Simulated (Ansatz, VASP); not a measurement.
**MgO: VASP beside Ansatz**

```
Mg O
1.0
     0.09472    2.28544    2.28544
     2.28544    0.09472    2.28544
     2.28544    2.28544    0.09472
Mg O
1 1
Direct
  0.00389 0.00389 0.00389
  0.24611 0.24611 0.24611
```

Change from the starting cell: epitaxial_111 strain -4.0%.

Alike in both runs: task single point; functional PBE; k mesh 10 × 10 × 10; occupations fermi-dirac, width 0.02 eV; no spin polarisation.

|  | VASP | Ansatz |
| --- | --- | --- |
| version | VASP 6.6.1 | Ansatz 0.2.0 |
| potentials or method | VASP PAW PBE potentials, release 64 (Mg, O) | plane waves, PAW |
| plane-wave cutoff (eV) | 520 | 420 |
| valence electrons in the cell | 8 | 16 |

Ansatz gave:

* gap on the k mesh at the Fermi level (eV): 3.81
* pressure (GPa): 12.3
* largest component of the traceless stress (GPa): 3.91
* rms of the force components (eV/Å): 0.020

Task: Which values does VASP return?

Result: gap on the k mesh at the Fermi level (eV): 3.79; pressure (GPa): 12.0; largest component of the traceless stress (GPa): 3.97; rms of the force components (eV/Å): 0.021.

Atom by atom the forces differ by 0.001 eV/Å (rms over components). The two sets of potentials don't hold the same shells in valence.
